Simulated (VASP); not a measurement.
# ZnSe: molecular dynamics at constant energy

ZnSe, F-43m (no. 216), 8 atoms in the cell. PBE, molecular dynamics; PAW potentials Se, Zn (PBE set).

Ensemble: NVE; Starting temperature (K): 1600.

## Input

INCAR:
```
  GGA = PE
  PREC = Normal
  ENCUT = 280
  EDIFF = 1E-6
  NELMIN = 4
  NELM = 60
  ALGO = Normal
  LREAL = Auto
  LASPH = T
  ISMEAR = 0
  SIGMA = 0.05
  ISYM = 0
  LWAVE = F
  LCHARG = F
  IBRION = 0
  NSW = 60
  POTIM = 3.0
  TEBEG = 1600
  ISIF = 2
  RANDOM_SEED = 177103 0 0
  MDALGO = 2
  SMASS = -3
  KPAR = 2
```

KPOINTS:
```
k-points
0
Monkhorst-Pack
  2 2 2
```

POSCAR:
```
ZnSe
1.0
    5.6676000000      0.0000000000      0.0000000000
    0.0000000000      5.6676000000      0.0000000000
    0.0000000000      0.0000000000      5.6676000000
Se Zn
4 4
Direct
    0.2500000000      0.2500000000      0.2500000000
    0.2500000000      0.7500000000      0.7500000000
    0.7500000000      0.2500000000      0.7500000000
    0.7500000000      0.7500000000      0.2500000000
    0.0000000000      0.0000000000      0.0000000000
    0.0000000000      0.5000000000      0.5000000000
    0.5000000000      0.0000000000      0.5000000000
    0.5000000000      0.5000000000      0.0000000000
```

Commands:
```
cat potpaw_PBE.64/Se/POTCAR potpaw_PBE.64/Zn/POTCAR > POTCAR
mpirun -np 2 vasp_std > vasp.out
```

## Result

- Rise of the mean potential energy above the start (meV/atom): 91.8
- Mean temperature (K): 791
- Standard error of the mean temperature (K): 140
- Relative fluctuation of the kinetic energy: 0.478
- Canonical value of that fluctuation: 0.309
- Electronic steps per ionic step after the first: 4.2

Course of the run:

| Time (fs) | Temperature (K) | Potential energy less the first (meV/atom) |
|---|---|---|
| 3 | 1600 | 0.0 |
| 18 | 1176 | 48.2 |
| 30 | 561 | 118.0 |
| 45 | 305 | 147.0 |
| 57 | 613 | 112.0 |
| 72 | 1046 | 62.9 |
| 84 | 1162 | 49.7 |
| 99 | 944 | 74.4 |
| 111 | 535 | 120.8 |
| 126 | 169 | 162.4 |
| 138 | 359 | 140.8 |
| 153 | 900 | 79.4 |
| 165 | 1094 | 57.4 |
| 180 | 877 | 82.1 |

The mean temperature lies below the starting 1600 K, since the atoms start on their sites and part of their kinetic energy turns into potential energy.

REPORT:
```
MDALGO =   2
               SCALING =       0
                 CNEXP =     9.000   14.000
           RANDOM_SEED =            177103                0                0

   original number of atomic DOF:         21
   number of independent constraints:      0
   number of active DOF:                  21

========================================
         MD step No.       1
========================================

  Atomic velocities initialized by STEP_tb

  >Energies
                    E_tot             E_pot             E_kin               EPS                ES
   e_b>   -0.22383403E+02   -0.23831124E+02    0.14477209E+01    0.00000000E+00    0.00000000E+00

  >Temperature
               T_sim     T_inst
   tmprt>   1600.000   1600.000

  >Thermostat:
           s(n+1) sdot(n+1)      s(n)   sdot(n)        Qs
   s_b>   0.00000   0.00000   0.00000   0.00000  -3.00000

           RANDOM_SEED =            177103               48                0

[... steps left out ...]

========================================
         MD step No.      60
========================================

  >Energies
                    E_tot             E_pot             E_kin               EPS                ES
   e_b>   -0.22381124E+02   -0.23174308E+02    0.79318484E+00    0.00000000E+00    0.00000000E+00

  >Temperature
               T_sim     T_inst
   tmprt>   1600.000    876.616

  >Thermostat:
           s(n+1) sdot(n+1)      s(n)   sdot(n)        Qs
   s_b>   0.00000   0.00000   0.00000   0.00000  -3.00000

           RANDOM_SEED =            177103               48                0
```

OSZICAR:
```
N       E                     dE             d eps       ncg     rms          rms(c)
DAV:   1     0.410462261763E+03    0.41046E+03   -0.23624E+04   344   0.122E+03
DAV:   2     0.163884557138E+02   -0.39407E+03   -0.38364E+03   360   0.314E+02
DAV:   3    -0.241479749808E+02   -0.40536E+02   -0.40334E+02   399   0.106E+02
DAV:   4    -0.250286568991E+02   -0.88068E+00   -0.87916E+00   392   0.155E+01
DAV:   5    -0.250365010246E+02   -0.78441E-02   -0.78396E-02   400   0.139E+00    0.952E+00
DAV:   6    -0.238506239160E+02    0.11859E+01   -0.29551E+00   490   0.329E+01    0.729E+00
DAV:   7    -0.238317949697E+02    0.18829E-01   -0.20599E+00   394   0.581E+00    0.279E+00
DAV:   8    -0.238295191163E+02    0.22759E-02   -0.93771E-02   429   0.343E+00    0.919E-01
DAV:   9    -0.238305478744E+02   -0.10288E-02   -0.18737E-02   359   0.192E+00    0.162E-01
DAV:  10    -0.238307471963E+02   -0.19932E-03   -0.22578E-03   397   0.580E-01    0.963E-02
DAV:  11    -0.238311013753E+02   -0.35418E-03   -0.83293E-04   350   0.384E-01    0.348E-02
DAV:  12    -0.238311169210E+02   -0.15546E-04   -0.19546E-04   400   0.276E-01    0.147E-02
[... left out ...]
     58 T=  1014. E= -.22381583E+02 F= -.23299250E+02 E0= -.23299250E+02  EK= 0.91767E+00 SP= 0.00E+00 SK= 0.00E+00
     59 T=   952. E= -.22381393E+02 F= -.23242580E+02 E0= -.23242580E+02  EK= 0.86119E+00 SP= 0.00E+00 SK= 0.00E+00
[... last step whole ...]
       N       E                     dE             d eps       ncg     rms          rms(c)
DAV:   1    -0.231741210624E+02    0.68459E-01   -0.45106E-02   512   0.231E+00    0.178E-02
DAV:   2    -0.231743078015E+02   -0.18674E-03   -0.14953E-03   344   0.234E-01    0.158E-02
DAV:   3    -0.231743085736E+02   -0.77215E-06   -0.17815E-05   400   0.839E-02    0.104E-02
DAV:   4    -0.231743084415E+02    0.13212E-06   -0.16839E-06   240   0.107E-02
     60 T=   877. E= -.22381124E+02 F= -.23174308E+02 E0= -.23174308E+02  EK= 0.79318E+00 SP= 0.00E+00 SK= 0.00E+00
```

Limits: 180 fs of 8 atoms are too short for converged averages.

VASP 6.6.1 took 209 s on 2 cores (Intel Xeon Platinum 8375C @ 2.90GHz (Ice Lake)), a shared host.
